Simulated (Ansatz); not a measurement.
LDA, PBE, PBEsol and r²SCAN on TePb

```
CELL_PARAMETERS angstrom
0.00000 3.22700 3.22700
3.22700 0.00000 3.22700
3.22700 3.22700 0.00000
ATOMIC_POSITIONS crystal
Te 0.50000 0.50000 0.50000
Pb 0.00000 0.00000 0.00000
```

Atom numbers follow the list: Te1, Pb2.

The cell is COD entry 9008696, as deposited and not checked against the literature; nothing was relaxed.

Spin–orbit coupling is left out, though it moves levels of the heavy atoms by tenths of an eV or more.

One fixed cell is solved with several functionals by PAW (frozen-core files) in Ansatz 0.2.0, scalar-relativistically. A positive pressure means that the functional wants a larger cell.

The PAW files were made with PBE; their cores are remade for each functional.

Sampling and basis: a Γ-centred 10×10×10 k mesh, Fermi–Dirac smearing of 0.03 eV, cutoff 420 eV, no spin polarisation.

Cutoffs: PBE 420 eV, LDA 420 eV, PBEsol 420 eV, r²SCAN 500 eV.

(1) Order the settings by the pressure that they give at this fixed cell, lowest first.
A. PBEsol
B. r²SCAN
C. LDA
D. PBE

Answers

(1) C (-1.56 GPa), A (-0.23 GPa), B (1.70 GPa), D (2.31 GPa).
